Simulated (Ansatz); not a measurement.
Method: Ansatz 0.2.0, DFT PBE, scalar-relativistic, plane waves, PAW. Settings: cutoff 420 eV, Γ-centred meshes spaced at most about 0.3 Å⁻¹, and about 0.25 Å⁻¹ or finer for metals (2π included), Gaussian smearing. No spin polarisation.

Each guess is relaxed in cell and atoms at zero pressure, on a coarse mesh first where it starts far from rest and then on a converged one. The steps can't lower the symmetry of the start, but it can rise. Energies are static (0 K, no zero-point motion).

Two unrelaxed guesses for Zn₄S:

A.

Space group F-43m (No. 216). a = 7.598 Å, b = 7.598 Å, c = 7.598 Å, α = 90.00°, β = 90.00°, γ = 90.00°
```csv
atom,site,symmetry,x,y,z
Zn,16e,.3m,0.1200,0.1200,0.1200
S,4a,-43m,0.0000,0.0000,0.0000
```

B.

Space group P4/mmm (No. 123). a = 5.262 Å, b = 5.262 Å, c = 3.448 Å, α = 90.00°, β = 90.00°, γ = 90.00°
```json
{"atom": "Zn", "site": "4j", "symmetry": "m.2m", "x": "0.8143", "y": "0.8143", "z": "0.0000"}
{"atom": "S", "site": "1b", "symmetry": "4/mmm", "x": "0.0000", "y": "0.0000", "z": "0.5000"}
```

**Question.** Do they relax into the same structure? If not, which is lower?

**Answer.** No. B ends lower, by 0.31 eV/atom. A: F-43m at 21.9 Å³/atom → F-43m at 37.3 Å³/atom; B: P4/mmm at 19.1 Å³/atom → P4/mmm at 19.5 Å³/atom. Counting Zn atoms around S (those within 1.25 times the shortest such distance or 1.15 times the sum of covalent radii), the end of A has S 4 and the end of B has S 8. End of A. Conventional cell: a = 9.066 Å. Zn has 1 S at 2.36 Å and 3 Zn at 2.56 Å; around S lie 4 Zn at 2.36 Å. End of B. Conventional cell: a = 5.363 Å, c = 3.393 Å. Zn is surrounded by 2 Zn at 2.52 Å, 2 S at 2.63 Å and 2 Zn at 2.84 Å; around S lie 8 Zn at 2.63 Å and 2 S at 3.39 Å.

Ends held by symmetry can be saddle points. Neither end is the lowest form computed: that has space group P-43m (No. 215) and lies 63 meV/atom below the better end. Even the lowest of the cells shown lies +0.08 eV/atom against the elements. Some candidate types were left out of the draw beforehand, so a known form may be missing.
